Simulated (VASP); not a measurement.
# ZnS (Wurtzite-2H) (P6_3mc) in VASP: further runs, part 2 of 3

VASP 6.6.1. The steps go on from the part before.

## Step 3: Single point, PBE

This run uses another cell than the first one, of 18.82 Å³/atom, 1.021 times its volume.

The input, INCAR:

```
SYSTEM = ZnS
PREC = Accurate
ENCUT = 520
EDIFF = 1E-6
ISMEAR = 0
SIGMA = 0.01
LREAL = .False.
LASPH = .True.
NELM = 60
ALGO = Normal
ISIF = 2
LWAVE = .False.
LCHARG = .False.
GGA = PE
NBANDS = 26
```

The input, KPOINTS:

```
Automatic mesh
0
Gamma
  6 6 4
  0 0 0
```

The input, POSCAR:

```
ZnS
1.0
    3.7594936861      0.0000000000      0.0000000000
   -1.8797468431      3.2558172212      0.0000000000
    0.0000000000      0.0000000000      6.1497464286
Zn S
2 2
Direct
    0.3333333333      0.6666666667      0.0000000000
    0.6666666667      0.3333333333      0.5000000000
    0.3333333333      0.6666666667      0.3850000000
    0.6666666667      0.3333333333      0.8850000000
```

Potentials or basis: VASP PAW PBE potentials, release 64 (Zn, S).

On the command line:

```bash
cat potpaw_PBE.64/Zn/POTCAR potpaw_PBE.64/S/POTCAR > POTCAR
mpirun -np 1 vasp_std > vasp.out
```

OUTCAR:

```text
SYSTEM = ZnS
   PREC = Accurate
   ENCUT = 520
   EDIFF = 1E-6
   ISMEAR = 0
   LREAL = .False.
   LASPH = .True.
   NELM = 60
   ISIF = 2
   GGA = PE

 ion  position               nearest neighbor table
   1  0.333  0.667  0.000-   4 2.28   4 2.28   4 2.28   3 2.37
   2  0.667  0.333  0.500-   3 2.28   3 2.28   3 2.28   4 2.37
   3  0.333  0.667  0.385-   2 2.28   2 2.28   2 2.28   1 2.37
   4  0.667  0.333  0.885-   1 2.28   1 2.28   1 2.28   2 2.37

  LATTYP: Found a hexagonal cell.
 ALAT       =     3.7594936861
 C/A-ratio  =     1.6357911310

  Lattice vectors:

 A1 = (   3.7594936861,   0.0000000000,   0.0000000000)
 A2 = (  -1.8797468431,   3.2558172212,   0.0000000000)
 A3 = (   0.0000000000,   0.0000000000,   6.1497464286)

Analysis of symmetry for initial positions (statically):
=====================================================================
 Subroutine PRICEL returns:
 Original cell was already a primitive cell.

 Routine SETGRP: Setting up the symmetry group for a
 hexagonal supercell.

 Subroutine GETGRP returns: Found 12 space group operations
 (whereof  6 operations were pure point group operations)
 out of a pool of 24 trial point group operations.

The static configuration has the point symmetry C_3v.
 The point group associated with its full space group is C_6v.

Analysis of symmetry for dynamics (positions and initial velocities):
=====================================================================
 Subroutine PRICEL returns:
 Original cell was already a primitive cell.

 Routine SETGRP: Setting up the symmetry group for a
 hexagonal supercell.

 Subroutine GETGRP returns: Found 12 space group operations
 (whereof  6 operations were pure point group operations)
 out of a pool of 24 trial point group operations.

The dynamic configuration has the point symmetry C_3v.
 The point group associated with its full space group is C_6v.

 Subroutine INISYM returns: Found 12 space group operations
 (whereof  6 operations are pure point group operations),
 and found     1 'primitive' translations

----------------------------------------------------------------------------------------

                                     Primitive cell

  volume of cell :      75.2743

  direct lattice vectors                    reciprocal lattice vectors
     3.759493686  0.000000000  0.000000000     0.265993265  0.153571274  0.000000000
    -1.879746843  3.255817221  0.000000000     0.000000000  0.307142549  0.000000000
     0.000000000  0.000000000  6.149746429     0.000000000  0.000000000  0.162608331

  length of vectors
     3.759493686  3.759493845  6.149746429     0.307142562  0.307142549  0.162608331

  position of ions in fractional coordinates (direct lattice)
     0.333333333  0.666666667  0.000000000
     0.666666667  0.333333333  0.500000000
     0.333333333  0.666666667  0.385000000
     0.666666667  0.333333333  0.885000000

  ion indices of the primitive-cell ions
   primitive index   ion index
                 1           1
                 2           2
                 3           3
                 4           4

----------------------------------------------------------------------------------------

 KPOINTS: Automatic mesh

Automatic generation of k-mesh.
 Grid dimensions read from file:
 generate k-points for:    6    6    4

 Generating k-lattice:

  Cartesian coordinates                     Fractional coordinates (reciprocal lattice)
     0.044332211  0.025595212  0.000000000     0.166666667 -0.000000000  0.000000000
     0.000000000  0.051190425  0.000000000     0.000000000  0.166666667  0.000000000
     0.000000000  0.000000000  0.040652083     0.000000000  0.000000000  0.250000000

  Length of vectors
     0.051190427  0.051190425  0.040652083

  Shift w.r.t. Gamma in fractional coordinates (k-lattice)
     0.000000000  0.000000000  0.000000000

 Subroutine IBZKPT returns following result:
 ===========================================

 Found     21 irreducible k-points:

 Following reciprocal coordinates:
            Coordinates               Weight
  0.000000  0.000000  0.000000      1.000000
  0.166667 -0.000000  0.000000      6.000000
  0.333333  0.000000  0.000000      6.000000
  0.500000  0.000000  0.000000      3.000000
  0.166667  0.166667  0.000000      6.000000
  0.333333  0.166667  0.000000     12.000000
[... 13 lines left out ...]
  0.333333  0.166667  0.500000     12.000000
  0.333333  0.333333  0.500000      2.000000
   k-points           NKPTS =     21   k-points in BZ     NKDIM =     21   number of bands    NBANDS=     26
   number of dos      NEDOS =    301   number of ions     NIONS =      4
   total plane-waves  NPLWV =  37632
   dimension x,y,z NGX =    28 NGY =   28 NGZ =   48
   dimension x,y,z NGXF=    56 NGYF=   56 NGZF=   96
   ions per type =               2   2
   NGX,Y,Z   is equivalent  to a cutoff of  12.38, 12.38, 12.98 a.u.
   NGXF,Y,Z  is equivalent  to a cutoff of  24.76, 24.76, 25.95 a.u.
 SYSTEM =  ZnS
   PREC   = accura    normal or accurate (medium, high low for compatibility)
   ISTART =      0    job   : 0-new  1-cont  2-samecut
   ICHARG =      2    charge: 1-file 2-atom 10-const
   ISPIN  =      1    spin polarized calculation?
   LNONCOLLINEAR =      F non collinear calculations
   LSORBIT =      F    spin-orbit coupling
   LASPH  =      T    aspherical Exc in radial PAW
   ENCUT  =  520.0 eV  38.22 Ry    6.18 a.u.   6.99  6.99 11.43*2*pi/ulx,y,z
   NELM   =     60;   NELMIN=  2; NELMDL= -5     # of ELM steps
   EDIFF  = 0.1E-05   stopping-criterion for ELM
   LREAL  =      F    real-space projection
   EDIFFG = 0.1E-04   stopping-criterion for IOM
   NSW    =      0    number of steps for IOM
   IBRION =     -1    ionic relax: 0-MD 1-quasi-New 2-CG
   NFREE  =      0    steps in history (QN), initial steepest desc. (CG)
   ISIF   =      2    stress and relaxation
   ISYM   =      2    0-nonsym 1-usesym 2-fastsym
   POTIM  = 0.5000    time-step for ionic-motion
   TEBEG  =    0.0;   TEEND  =   0.0 temperature during run
   PSTRESS=    0.0 pullay stress
   NELECT =      36.0000    total number of electrons
   NUPDOWN=      -1.0000    fix difference up-down
   EMIN   =  10.00;   EMAX   =-10.00  energy-range for DOS
   EFERMI =   0.00;   METHOD = LEGACY
   ISMEAR =     0;   SIGMA  =   0.01  broadening in eV -4-tet -1-fermi 0-gaus
   EFERMI_NEDOS =   21; number of points for ismear=-14 and -15
   IALGO  =     38    algorithm
   IMIX   =      4    mixing-type and parameters
     AMIX     =   0.40;   BMIX     =  1.00
     AMIX_MAG =   1.60;   BMIX_MAG =  1.00
  volume/ion in A,a.u.               =      18.82       126.99
  Fermi-wavevector in a.u.,A,eV,Ry     =   1.280246  2.419314 22.300359  1.639030
  Thomas-Fermi vector in A             =   2.412685
   LORBIT       =      0    0 simple, 1 ext, 2 COOP (PROOUT), +10 PAW based schemes
   GGA     = PE    functional components
   LHFCALC =     F    Hartree Fock is set to
   AEXX    =    0.0000 exact exchange contribution
   IVDW    =     0    specifies the selected vdW correction
   LEPSILON=     F    determine dielectric tensor
   LRPA    =     F    only Hartree local field effects (RPA)
 non-spin polarized calculation
 Gauss-broadening in eV      SIGMA  =   0.01
  energy-cutoff  :      520.00
  volume of cell :       75.27
 maximum number of plane-waves:      2040
 NGX is ok and might be reduce to    28
   NGX = 13   NGY = 13   NGZ = 23

 number of electron      35.9999971 magnetization

 Free energy of the ion-electron system (eV)
  ---------------------------------------------------
  ext. energy  EPLUGINS =         0.00000000
  ---------------------------------------------------
  free energy    TOTEN  =       -13.56747505 eV

  energy without entropy =      -13.56747505  energy(sigma->0) =      -13.56747505

 E-fermi :   2.6145     XC(G=0):  -9.8447

 val. band max:        2.5489127410   @ k =   0.0000   0.0000   0.0000
 cond. band min:       4.9987823500   @ k =   0.0000   0.0000   0.0000
 fundamental gap:      2.4498696090
 Fermi energy:         2.6144662867

 k-point     1 :       0.0000    0.0000    0.0000
  band No.  band energies     occupation
      1     -10.9338      2.00000
      2      -9.9337      2.00000
      3      -3.9886      2.00000
      4      -3.9886      2.00000
      5      -3.9198      2.00000
      6      -3.9198      2.00000
[... 598 lines left out ...]
     25      12.3547      0.00000
     26      12.3547      0.00000

------------------------ aborting loop because EDIFF is reached ----------------------------------------

  FORCE on cell =-STRESS in cart. coord.  units (eV):
  Direction    XX          YY          ZZ          XY          YZ          ZX
  --------------------------------------------------------------------------------------
  -------------------------------------------------------------------------------------
  Total        3.2795179      3.2795183      1.9842147     -0.0000000      0.0000000      0.0000000
  in kB       69.8029869     69.8029948     42.2330712     -0.0000000      0.0000000      0.0000000
  external PRESSURE =      60.6130176 kB  Pullay stress =       0.0000000 kB

 VOLUME and BASIS-vectors are now :
 -----------------------------------------------------------------------------
  energy-cutoff  :      520.00
  volume of cell :       75.27
      direct lattice vectors                 reciprocal lattice vectors
     3.759493686  0.000000000  0.000000000     0.265993265  0.153571274  0.000000000
    -1.879746843  3.255817221  0.000000000     0.000000000  0.307142549  0.000000000
     0.000000000  0.000000000  6.149746429     0.000000000  0.000000000  0.162608331

 POSITION                                       TOTAL-FORCE (eV/Angst)
 -----------------------------------------------------------------------------------
     -0.00000      2.17054      0.00000        -0.000000     -0.000000      0.375784
      1.87975      1.08527      3.07487         0.000000      0.000000      0.375784
     -0.00000      2.17054      2.36765        -0.000000      0.000000     -0.375784
      1.87975      1.08527      5.44253         0.000000     -0.000000     -0.375784
 -----------------------------------------------------------------------------------
    total drift:                               -0.000001     -0.000001      0.000920

  FREE ENERGIE OF THE ION-ELECTRON SYSTEM (eV)
  ---------------------------------------------------
  free  energy   TOTEN  =       -13.5674750477 eV

  energy  without entropy=      -13.5674750477  energy(sigma->0) =      -13.56747505
```

OSZICAR:

```text
N       E                     dE             d eps       ncg     rms          rms(c)
DAV:   1     0.248272414950E+03    0.24827E+03   -0.17070E+04  1092   0.169E+03
DAV:   2     0.107749705860E+02   -0.23750E+03   -0.22714E+03  1124   0.356E+02
DAV:   3    -0.138223519236E+02   -0.24597E+02   -0.24350E+02  1326   0.114E+02
DAV:   4    -0.144262331795E+02   -0.60388E+00   -0.60271E+00  1266   0.176E+01
DAV:   5    -0.144352910053E+02   -0.90578E-02   -0.90554E-02  1314   0.215E+00    0.107E+01
DAV:   6    -0.135794422061E+02    0.85585E+00   -0.16566E+00  1620   0.382E+01    0.815E+00
DAV:   7    -0.135753999754E+02    0.40422E-02   -0.13652E+00  1144   0.691E+00    0.358E+00
DAV:   8    -0.135671541884E+02    0.82458E-02   -0.35656E-02  1338   0.157E+00    0.107E+00
DAV:   9    -0.135671436939E+02    0.10494E-04   -0.11510E-02  1426   0.123E+00    0.248E-01
DAV:  10    -0.135672644580E+02   -0.12076E-03   -0.57341E-04  1278   0.348E-01    0.103E-01
DAV:  11    -0.135674716575E+02   -0.20720E-03   -0.30064E-04  1142   0.132E-01    0.585E-02
DAV:  12    -0.135674714514E+02    0.20616E-06   -0.21967E-05  1376   0.680E-02    0.763E-03
DAV:  13    -0.135674749895E+02   -0.35381E-05   -0.74964E-06  1144   0.215E-02    0.312E-03
DAV:  14    -0.135674750477E+02   -0.58223E-07   -0.67881E-07   868   0.168E-02
   1 F= -.13567475E+02 E0= -.13567475E+02  d E =-.189802E-22
```

stdout:

```text
POSCAR found type information on POSCAR ZnS
 POSCAR found :  2 types and       4 ions
 scaLAPACK will be used
 LDA part: xc-table for (Slater+PW92), standard interpolation
 POSCAR, INCAR and KPOINTS ok, starting setup
 FFT: planning ... GRIDC
 FFT: planning ... GRID_SOFT
 FFT: planning ... GRID
 WAVECAR not read
 entering main loop
```

It took 23 s on 1 thread of Intel Xeon Platinum 8559C (Emerald Rapids), shared host; peak memory 0.19 GiB.

What came out:

* Free energy: -13.5675 eV
* Pressure: 6.1 GPa
* Largest force: 0.376 eV/Å
* Band gap on the k mesh: 2.45 eV, direct

Forces in eV/Å, atoms in the order of the input:
```
Zn   0.000  0.000  0.376
Zn   0.000  0.000  0.376
S    0.000  0.000 -0.376
S    0.000  0.000 -0.376
```

Levels at points of the mesh, in eV from the valence-band top:
| k point | band 14 | band 15 | band 16 | band 17 | band 18 | band 19 | band 20 | band 21 | band 22 | band 23 |
| --- | --- | --- | --- | --- | --- | --- | --- | --- | --- | --- |
| (0.00, 0.00, 0.00) | -0.91 | -0.91 | 0.00 | 0.00 | 0.00 | 2.45 | 3.08 | 6.27 | 6.27 | 6.59 |
| (0.50, 0.00, 0.00) | -4.37 | -3.35 | -2.39 | -1.67 | -1.04 | 3.59 | 4.38 | 5.15 | 7.12 | 7.59 |
| (0.00, 0.00, 0.50) | -2.85 | -0.47 | -0.47 | -0.47 | -0.47 | 3.64 | 3.64 | 6.72 | 6.72 | 6.72 |
| (0.50, 0.00, 0.50) | -5.08 | -1.76 | -1.76 | -1.62 | -1.62 | 3.63 | 3.63 | 5.12 | 5.12 | 9.06 |

[end of part 2 of 3]
